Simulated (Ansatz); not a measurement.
# Ti in Ansatz: further runs

The runs below take Ti through electrostatic potential, with PBE.

All numbers are computed with Ansatz 0.2.0; they aren't measurements. Logs are shortened: lines on timing, memory, paths and dates and some standing lists are left out, and cuts for length are marked.

## 1. The cell of the first run

The cell holds a slab with vacuum, 8 atoms: a = 2.871 Å, b = 4.060 Å, c = 25.048 Å, α = 90.00°, β = 90.00°, γ = 90.00°.

## 2. Electrostatic potential, PBE (the (1 1 0) slab of Ti, cut from the database cell, not relaxed)

Input file input.yaml:

```yaml
crystal:
  lattice:
    - [2.8708535316, 0.0, 0.0]
    - [0.0, 4.06, 0.0]
    - [0.0, 0.0, 25.0479873607]
  atoms:
    - { symbol: Ti, position: [0.5, 0.5, 0.2994252549] }
    - { symbol: Ti, position: [0.0, 0.0, 0.3567323249] }
    - { symbol: Ti, position: [0.5, 0.5, 0.414039395] }
    - { symbol: Ti, position: [0.0, 0.0, 0.471346465] }
    - { symbol: Ti, position: [0.5, 0.5, 0.528653535] }
    - { symbol: Ti, position: [0.0, 0.0, 0.585960605] }
    - { symbol: Ti, position: [0.5, 0.5, 0.6432676751] }
    - { symbol: Ti, position: [0.0, 0.0, 0.7005747451] }
hamiltonian:
  xc: pbe
  pseudopotentials: { kind: paw }
kpoints:
  mp_grid: { grid: [9, 7, 1] }
scf:
  occupations: { method: fermi_dirac, width: 0.05 }
output:
  forces: true
  eigenvalues: true
  write_density: true
  write_potential: true
  elf: true
  volumetric_format: npy
efield:
  axis: 3
  dipole_correction: true
  ramp_width: 0.04
```

Potentials or basis: Ansatz PAW.

The run is started by

```sh
> ansatz run input.yaml --threads 4 --pin off --max-ram 11264MiB --backend cpu --events-out ev --progress --plain --runs-dir out
```

Standard output:

```text
Warning: RAYON_NUM_THREADS=4 ignored (pool sized by the plan → 4); use --threads N
Engine: ansatz 0.2.0, x86_64-unknown-linux-gnu
Pseudopotentials: kind: paw
Pseudopotential: Ti, paw, valence charge 12, recommended cutoff 420 eV (normal), Ti.paw.azcp
Functional definition: PBE
  parameter kappa = 0.804
  parameter beta = 0.06672455060314922
  exchange = pbe_x(kappa = kappa, mu = beta*pi^2/3)
  correlation = pbe_c(beta = beta)
Crystal: 8 atoms, lattice volume = 291.951 Å³
Basis set: ecut = 420 eV, 5711 PW (Γ), exchange–correlation on 40×60×360 points (8 copies of the dense FFT grid, shifted against one another)
Bands: 58, of which v1, the nominal top of the filled ones, is band 48 counted from 1 (47 counted from 0)
Symmetry: 4 space group operations
k-points: 20 of 63
Non-local potential: Ti, projectors of the file, l = 0: 3, l = 1: 2, l = 2: 3, l = 3: 1
PAW form: soft (Blöchl's): semilocal exchange-correlation on the pseudo side does not see the compensation charge
PAW one-centre angular grid: Ti, 590 points (default); XC on 64 Gauss nodes
Initial density: superposition of atomic densities (neutral atoms: chi_scale 0, normalization atom), corrected by the library's trained network
Initial wavefunctions: pseudopotential atomic-orbital guess
Functional: x = pbe(κ = 0.804, μ = 0.2195149727645171), c = pbe(β = 0.06672455060314922)
SCF iter   1: F=—  HF=-19994.121933 eV  |F-HF|=—  |Δ(HF+E_count)|=         —  Δρ=4.59e-3  dr2=1.72e-1  ethr=1.77e-3  p=0.000 e·Å  D=2.20e-13 V/Å  ΔV_dip=-0.00 eV  dr2_dipole=5.34e-7  V_vac-E_F(+/−)=3.48/3.48 eV  ⟨swp⟩=9.8  Hψ=5430  notcnv=0
efield: sawtooth ramp at fractional position 0.9800 (placed from the atoms, in the widest stretch of the axis that holds none; the zero of the levels goes with the place), width 0.0400; the density the first Hamiltonian is built on has a dipole p = 0.000 e·Å; the dipole correction subtracts the counter field D = 2.20e-13 V/Å, which shifts the + side's vacuum level by -0.00 eV against the − side's; the planar-averaged density in the ramp window peaks in size at 1.1e-4 e/Å³
preconditioner: auto → LDOS  [metal: Δε(μ)=0.035 eV  Ē_g=2.200 eV  σ=0.050 eV  W_gap=0.17  n_scr=54 (ndim 8)  ℏωp=12.3 eV  f_vac=0.464  D(μ)=11.90/eV (n_scr^D=92)  β→1.0]
SCF iter   2: F=—  HF=-19994.113243 eV  |F-HF|=—  |Δ(HF+E_count)|=   8.69e-3  Δρ=2.00e-3  dr2=3.20e-2  ethr=1.79e-4  p=0.000 e·Å  D=7.55e-5 V/Å  ΔV_dip=-0.00 eV  dr2_dipole=4.65e-9  V_vac-E_F(+/−)=3.26/3.27 eV  ⟨swp⟩=3.6  Hψ=1986  notcnv=0
[... 11 lines left out ...]
Harris-Foulkes:  -19994.114646 eV  (|F-HF|=2.85e-8)
Internal energy: -19994.012384 eV  (E = F + TS)
E sigma→0 (E₀):  -19994.063515 eV
Entropy (-TS):   -0.102261 eV (-12.783 meV/atom)
Fermi energy:    4.674115 eV
Dipole field:    D = 0.000020 V/Å  (p = 0.000033 e·Å, saw-weighted, corrected)
Work function:   Φ+ = 3.2845 eV   Φ− = 3.2850 eV
Levels:          The Fermi level and band energies are counted from a zero that moves with the ramp; work functions are not
--- Per-component energies (eV) ---
  E_band       = -2082.276470
  E_kinetic    = 2178.738274
  E_local      = -94440.551097  (includes V_loc(G=0)·N_el)
  E_nonlocal   = 68.790915
  E_hartree    = 46226.253718
  E_xc         = -776.827351
  E_vxc        = -971.547120  (∫ρ·V_xc dr)
  E_paw        = -8382.603390  (= ΣΔE_a)
  E_vpaw       = -1370.202460  (= ΣTr[D̂ρ^β])
  E_aug_tail   = 0.000888  (compensation charges beyond the density's cutoff)
  E_efield     = 0.000000  (sawtooth field / dipole correction)
  E_vefield    = 0.000000  (∫n·V_field dr)
  E_ewald      = 35132.185659
  E_smearing   = -0.102261  (= −TS)
  E_closure    = -0.000000  (closes the sum)
  Σ components = -19994.114646   (vs F -19994.114646, Δ=0.00e0)
--- Forces (eV/Å), atoms counted from 1 ---
  atom   1  Ti     0.00000000     0.00000000     0.39134362
  atom   2  Ti     0.00000000     0.00000000    -0.34007872
  atom   3  Ti     0.00000000     0.00000000    -0.33762241
  atom   4  Ti     0.00000000     0.00000000     0.00568880
  atom   5  Ti     0.00000000     0.00000000    -0.00568543
  atom   6  Ti     0.00000000     0.00000000     0.33764894
  atom   7  Ti     0.00000000     0.00000000     0.34006082
  atom   8  Ti     0.00000000     0.00000000    -0.39138939
  max |Σ_I F_I| component: 3.38e-5 eV/Å
--- Band table (eV; the first three rows and the last of 20) ---
  k-point 0: bands = ["-52.2466", "-52.2465", "-51.9302", "-51.9046", "-51.8325", "-51.8080", "-51.7798", "-51.7348", "-28.6452", "-28.6425", "-28.5942", "-28.5910", "-28.4067", "-28.3043", "-28.2866", "-28.2389", "-28.2166", "-28.2165", "-28.1913", "-28.1279", "-28.0944", "-28.0279", "-28.0099", "-27.9868", "-27.9722", "-27.8932", "-27.8874", "-27.8439", "-27.8384", "-27.8096", "-27.7869", "-27.7640", "-1.1872", "-0.4256", "0.6169", "1.7311", "2.1869", "2.6557", "2.8156", "2.9881", "3.2915", "3.3247", "3.4418", "4.1390", "4.4114", "4.5040", "4.7117", "4.7978", "4.9383", "4.9745", "5.0614", "5.2145", "5.4149", "5.5979", "5.6616", "5.7424", "5.8845", "5.9078"]
  k-point 1: bands = ["-52.2454", "-52.2454", "-51.9227", "-51.8996", "-51.8318", "-51.8120", "-51.7843", "-51.7416", "-28.6618", "-28.6587", "-28.5798", "-28.5785", "-28.4052", "-28.3855", "-28.2985", "-28.2195", "-28.2139", "-28.2138", "-28.1724", "-28.0820", "-28.0661", "-28.0545", "-27.9993", "-27.9656", "-27.9535", "-27.9224", "-27.8856", "-27.8432", "-27.8300", "-27.8181", "-27.8056", "-27.7751", "-0.9665", "-0.2261", "0.7704", "1.7964", "2.2179", "2.6387", "2.7786", "3.0765", "3.1571", "3.3510", "3.5760", "4.1375", "4.4355", "4.5236", "4.6974", "4.8556", "5.0442", "5.0646", "5.1681", "5.3382", "5.5114", "5.6336", "5.6961", "5.7325", "5.8643", "5.8713"]
  k-point 2: bands = ["-52.2428", "-52.2428", "-51.9021", "-51.8853", "-51.8322", "-51.8241", "-51.7935", "-51.7592", "-28.6857", "-28.6816", "-28.5744", "-28.5729", "-28.4341", "-28.3763", "-28.3692", "-28.2307", "-28.2077", "-28.2077", "-28.1426", "-28.0612", "-28.0122", "-28.0075", "-27.9698", "-27.9530", "-27.9464", "-27.9323", "-27.8800", "-27.8573", "-27.8410", "-27.8347", "-27.8329", "-27.8046", "-0.3369", "0.3396", "1.1895", "1.9461", "2.1385", "2.4917", "2.5985", "2.7696", "3.3698", "3.5748", "3.9091", "4.2699", "4.4608", "4.5853", "4.7275", "4.8396", "5.1088", "5.2779", "5.3176", "5.4519", "5.5887", "5.6792", "5.7133", "5.7593", "5.8366", "5.8587"]
  k-point 19: bands = ["-52.1949", "-52.1949", "-51.8152", "-51.8118", "-51.8073", "-51.8051", "-51.7432", "-51.7407", "-28.6374", "-28.6371", "-28.6015", "-28.6010", "-28.5670", "-28.5666", "-28.4524", "-28.4469", "-28.3693", "-28.3582", "-28.2616", "-28.2242", "-28.1965", "-28.1729", "-28.0925", "-28.0783", "-28.0106", "-28.0093", "-27.9788", "-27.9610", "-27.9222", "-27.9220", "-27.8861", "-27.8715", "2.1868", "2.3534", "2.7859", "2.9436", "3.1417", "3.1853", "3.5411", "3.5896", "3.6867", "3.7323", "3.9295", "4.0030", "4.3014", "4.3286", "4.5813", "4.5864", "4.6922", "4.7869", "5.0539", "5.1024", "5.2332", "5.2736", "5.4852", "5.6039", "5.9621", "6.0039"]
```

rho_z.tsv:

```text
# z_ang	rho[e/angstrom^3]
# format = ansatz-planar-average/11
# lattice	2.870853532	0.000000000	0.000000000
# lattice	0.000000000	4.060000000	0.000000000
# lattice	0.000000000	0.000000000	25.047987361
# sites	8
# site	22	1.435426766	2.030000000	7.500000000
# site	22	0.000000000	0.000000000	8.935426765
# site	22	1.435426766	2.030000000	10.370853533
# site	22	0.000000000	0.000000000	11.806280298
# site	22	1.435426766	2.030000000	13.241707063
# site	22	0.000000000	0.000000000	14.677133828
# site	22	1.435426766	2.030000000	16.112560595
# site	22	0.000000000	0.000000000	17.547987360
0.000000	-2.535330e-6
0.139155	2.764139e-6
0.278311	-2.197754e-6
0.417466	2.230533e-6
0.556622	-1.303012e-6
0.695777	1.324380e-6
[... 172 lines left out ...]
24.769676	-2.200546e-6
24.908832	2.752203e-6
```

v_z.tsv:

```text
# z_ang	v_es[eV]	v_tot_of_output_density[eV]	v_field[eV]	v_es_of_output_density[eV]	v_field_of_output_density[eV]
# format = ansatz-planar-average/11
# xc	pbe
# density_cutoff_ev	1680
# datasets	Ti=:simpson_from_first_knot:soft
# lattice	2.870853532	0.000000000	0.000000000
# lattice	0.000000000	4.060000000	0.000000000
# lattice	0.000000000	0.000000000	25.047987361
# sites	8
# site	22	1.435426766	2.030000000	7.500000000
# site	22	0.000000000	0.000000000	8.935426765
# site	22	1.435426766	2.030000000	10.370853533
# site	22	0.000000000	0.000000000	11.806280298
# site	22	1.435426766	2.030000000	13.241707063
# site	22	0.000000000	0.000000000	14.677133828
# site	22	1.435426766	2.030000000	16.112560595
# site	22	0.000000000	0.000000000	17.547987360
0.000000	7.958987e0	7.956937e0	-6.070180e-21	7.958845e0	2.183272e-19
0.139155	7.959079e0	7.771213e0	-1.898449e-6	7.958940e0	6.828183e-5
0.278311	7.958986e0	7.796217e0	-3.796897e-6	7.958850e0	1.365637e-4
0.417466	7.959076e0	7.825073e0	-5.695346e-6	7.958943e0	2.048455e-4
0.556622	7.958982e0	7.776918e0	-6.802774e-6	7.958852e0	2.446765e-4
0.695777	7.959070e0	7.798889e0	-6.723672e-6	7.958943e0	2.418315e-4
[... 172 lines left out ...]
24.769676	7.958986e0	7.795798e0	3.796897e-6	7.958838e0	-1.365637e-4
24.908832	7.959079e0	7.771293e0	1.898449e-6	7.958934e0	-6.828183e-5
```

Run time: 6 s. Hardware: 4 threads of Intel Xeon 6975P-C (Granite Rapids), shared host; peak memory 0.83 GiB.

Results:

```
Free energy                     : -19994.1146 eV
Largest force                   : 0.391 eV/Å
Band gap on the k mesh          : none (metal or under the smearing width)
Work function of the upper face : 3.28 eV
Work function of the lower face : 3.29 eV
Dipole across the slab          : 0.000 e·Å
```

Forces on the atoms (eV/Å):
```
Ti   0.000  0.000  0.391
Ti   0.000  0.000 -0.340
Ti   0.000  0.000 -0.338
Ti   0.000  0.000  0.006
Ti   0.000  0.000 -0.006
Ti   0.000  0.000  0.338
Ti   0.000  0.000  0.340
Ti   0.000  0.000 -0.391
```

Levels at points of the mesh, in eV from the Fermi level:
| k point | band 44 | band 45 | band 46 | band 47 | band 48 | band 49 | band 50 | band 51 | band 52 | band 53 |
| --- | --- | --- | --- | --- | --- | --- | --- | --- | --- | --- |
| (0.00, 0.00, 0.00) | -0.54 | -0.26 | -0.17 | 0.04 | 0.12 | 0.26 | 0.30 | 0.39 | 0.54 | 0.74 |

## 3. Electrostatic potential, PBE (the (1 1 0) slab of Ti, cut from the database cell, not relaxed)

input.yaml: that of step 2 with these lines changed.

```diff
@@ -28,5 +28 @@
   volumetric_format: npy
-efield:
-  axis: 3
-  dipole_correction: true
-  ramp_width: 0.04
```

Potentials or basis: Ansatz PAW.

The run is started by

```sh
> ansatz run input.yaml --threads 4 --pin off --max-ram 11264MiB --backend cpu --events-out ev --progress --plain --runs-dir out
```

It took 4 s on 4 threads of Intel Xeon 6975P-C (Granite Rapids), shared host; peak memory 0.92 GiB.

Results (log left out):

* Free energy: -19994.1146 eV
* Largest force: 0.391 eV/Å
* Band gap on the k mesh: none (metal or under the smearing width)

Forces on the atoms (eV/Å):
```
Ti   0.000  0.000  0.391
Ti   0.000  0.000 -0.340
Ti   0.000  0.000 -0.338
Ti   0.000  0.000  0.006
Ti   0.000  0.000 -0.006
Ti   0.000  0.000  0.338
Ti   0.000  0.000  0.340
Ti   0.000  0.000 -0.391
```

Levels at points of the mesh, in eV from the Fermi level:
| k point | band 44 | band 45 | band 46 | band 47 | band 48 | band 49 | band 50 | band 51 | band 52 | band 53 |
| --- | --- | --- | --- | --- | --- | --- | --- | --- | --- | --- |
| (0.00, 0.00, 0.00) | -0.54 | -0.26 | -0.17 | 0.04 | 0.12 | 0.26 | 0.30 | 0.39 | 0.54 | 0.74 |

## 4. Electrostatic potential, PBE (the (1 1 0) slab of Ti, cut from the database cell, not relaxed)

input.yaml: that of step 3 with these lines changed.

```diff
@@ -14,2 +14,3 @@
     - { symbol: Ti, position: [0.0, 0.0, 0.7005747451] }
+  periodic: [true, true, false]
 hamiltonian:
```

The run is started by

```sh
> ansatz run input.yaml --threads 4 --pin off --max-ram 11264MiB --backend cpu --events-out ev --progress --plain --runs-dir out
```

Run time: 7.5 s. Hardware: 4 threads of Intel Xeon 6975P-C (Granite Rapids), shared host; peak memory 1.3 GiB.

It converged, with:

```
Free energy            : -19994.1146 eV
Largest force          : 0.391 eV/Å
Band gap on the k mesh : none (metal or under the smearing width)
```

Forces on the atoms (eV/Å):
```
Ti   0.000  0.000  0.391
Ti   0.000  0.000 -0.340
Ti   0.000  0.000 -0.338
Ti   0.000  0.000  0.006
Ti   0.000  0.000 -0.006
Ti   0.000  0.000  0.338
Ti   0.000  0.000  0.340
Ti   0.000  0.000 -0.391
```

Levels at points of the mesh, in eV from the Fermi level:
```csv
k point,band 46,band 47,band 48,band 49,band 50,band 51
"(0.00, 0.00, 0.00)",-0.17,0.04,0.12,0.26,0.30,0.39
```

## 5. Overview

```csv
boundary along the surface normal,gap on the mesh (eV),largest force (eV/Å)
dipole_correction,none,0.39
images,none,0.39
isolated,none,0.39
```

Alike in all rows: task electrostatic potential; level PBE; potentials or basis Ansatz PAW; no spin polarisation; cell the (1 1 0) slab of Ti, cut from the database cell, not relaxed; k mesh 9 × 7 × 1; cutoff (eV) 420; smearing fermi-dirac 0.05 eV.

Absolute energies hang on the potentials; compare differences alone.
